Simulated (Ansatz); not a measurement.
## InSe under changes of volume

One of the cells (29.237 Å³/atom); the others are scaled copies at fixed shape and fractional positions:

```
In Se
1.0
     2.00000    1.15470    8.44000
    -2.00000    1.15470    8.44000
     0.00000   -2.30940    8.44000
In Se
2 2
Direct
  0.88860 0.88860 0.88860
  0.00000 0.00000 0.00000
  0.17190 0.17190 0.17190
  0.38350 0.38350 0.38350
```

| Quantity | Value |
| --- | --- |
| Program | Ansatz 0.2.0 |
| Functional | rPW86-PBE |
| Potentials or basis | Ansatz PAW |
| Cutoff | 420 eV (not typed: the program's choice for these potentials) |
| k mesh | 8 × 8 × 8 |
| Occupations | fermi-dirac, width 0.05 eV |
| Spin | no spin polarisation |

| volume (Å³/atom) | energy over the lowest point (meV/atom) | pressure (GPa) | gap on the mesh (eV) | largest force (eV/Å) |
| --- | --- | --- | --- | --- |
| 27.483 | 115.81 | 9.5 | 0.52 | 1.033 |
| 28.068 | 84.26 | 7.9 | 0.46 | 0.843 |
| 28.652 | 58.30 | 6.4 | 0.39 | 0.667 |
| 29.237 | 37.37 | 5.1 | 0.34 | 0.504 |
| 29.822 | ? | ? | ? | ? |
| 30.406 | 8.65 | 2.9 | 0.23 | 0.298 |
| 30.991 | 0.00 | 1.9 | 0.19 | 0.225 |

What does the run at 29.822 Å³/atom give?

Energy over the lowest point 20.97 meV/atom; pressure 3.9 GPa; gap on the mesh 0.28 eV; largest force 0.375 eV/Å.

Worked out: A Birch-Murnaghan fit of order 3 (a polynomial in V^(-2/3)) to the other rows has no minimum within the range. It gives 20.95 meV/atom at 29.822 Å³/atom, against the run's 20.97, and -dE/dV = 3.9 GPa, against 3.9. A straight line through the other rows of the gap, of slope -2.77 eV per unit of ln V (its deformation potential), gives 0.29 eV, against the run's 0.28.

Energies are extrapolated to zero smearing.

Caveats: spin-orbit coupling is left out, which moves the levels of the heavy elements; the PAW data sets come from PBE, with cores solved anew for the run's functional, which leaves a small shift of forces and pressure; forces of over 1 eV/Å show positions far from the minimum, so gaps and moduli don't describe the material at rest (some runs).

A mesh can miss the band edges.
